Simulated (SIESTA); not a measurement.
The system is ZnS.

```
Zn S
1.0
     0.00000    2.70200    2.70200
     2.70200    0.00000    2.70200
     2.70200    2.70200    0.00000
Zn S
1 1
Direct
  0.75000 0.75000 0.75000
  0.00000 0.00000 0.00000
```

Base run:

| Quantity | Value |
| --- | --- |
| Program | SIESTA 5.4.2 |
| Functional | revPBE |
| Potentials or basis | PseudoDojo 0.4 standard (PBE files) |
| Basis | DZP (energy shift 0.003 Ry; two zetas on semicore shells) |
| Grid cutoff | 800 Ry |
| Energy shift | 0.003 Ry |
| k mesh | 9 × 9 × 9 |
| Occupations | fermi-dirac, width 0.05 eV |
| Spin | no spin polarisation |

Its results: band gap on the k mesh 2.62 eV, direct; pressure 4.5 GPa.

Problem. The run is repeated on the same cell with these changes: functional from revPBE to PBE. What comes out?

Solution. Band gap on the k mesh 2.49 eV, direct; pressure 2.5 GPa.

PBE binds more tightly than revPBE, so the same cell stands under less pressure.

Caveats: short orbitals over semicore shells can move pressures by several GPa; the valence orbitals were made in a potential fitted to the semicore shell under them, which widens gaps by tenths of an eV or more; an odd mesh through Γ misses points on the zone boundary, where band edges often lie; the basis of atomic orbitals isn't converged, which shifts pressures, moduli and gaps; the potentials were made for another functional, which shifts forces and pressure (some runs); the basis holds too few empty states to meet the f-sum rule, so the spectrum is short of weight at high energy (some runs).

Not every run made on this cell is shown here.
